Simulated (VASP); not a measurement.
Input of a VASP 6.6.1 run:

The input INCAR:

```
AGGAC = 0.0 ; ALGO = Normal
EDIFF = 1E-6 ; EDIFFG = -0.01
ENCUT = 600 ; GGA = BO
IBRION = 2 ; ISIF = 3
ISMEAR = -1 ; LASPH = T
LCHARG = F ; LREAL = F
LUSE_VDW = T ; LWAVE = F
NELM = 80 ; NSW = 60
PARAM1 = 0.1833333333 ; PARAM2 = 0.22
PREC = Accurate ; SIGMA = 0.05
```

Contents of KPOINTS:

```
k-points
0
Gamma
  8 8 8
```

POSCAR

```
Si
1.0
    0.0000000000      2.7218511865      2.7218511865
    2.7218511865      0.0000000000      2.7218511865
    2.7218511865      2.7218511865      0.0000000000
Si
2
Direct
    0.5000000000      0.5000000000      0.5000000000
    0.7500000000      0.7500000000      0.7500000000
```

Potentials or basis: VASP PAW PBE potentials, release 64 (Si).

The run is started by

```bash
$ cat potpaw_PBE.64/Si/POTCAR > POTCAR
$ mpirun -np 1 vasp_std > vasp.out
```

(1) Estimate the relaxed cell.

(2) Estimate the band gap on the k mesh.

(3) Estimate the space group after relaxing (to 0.05 Å).

## Answers

(1) a = 3.867 Å, b = 3.867 Å, c = 3.867 Å, α = 60.00°, β = 60.00°, γ = 60.00°.

(2) 0.75 eV, indirect (least direct gap 2.64 eV).

(3) Fd-3m (No. 227).
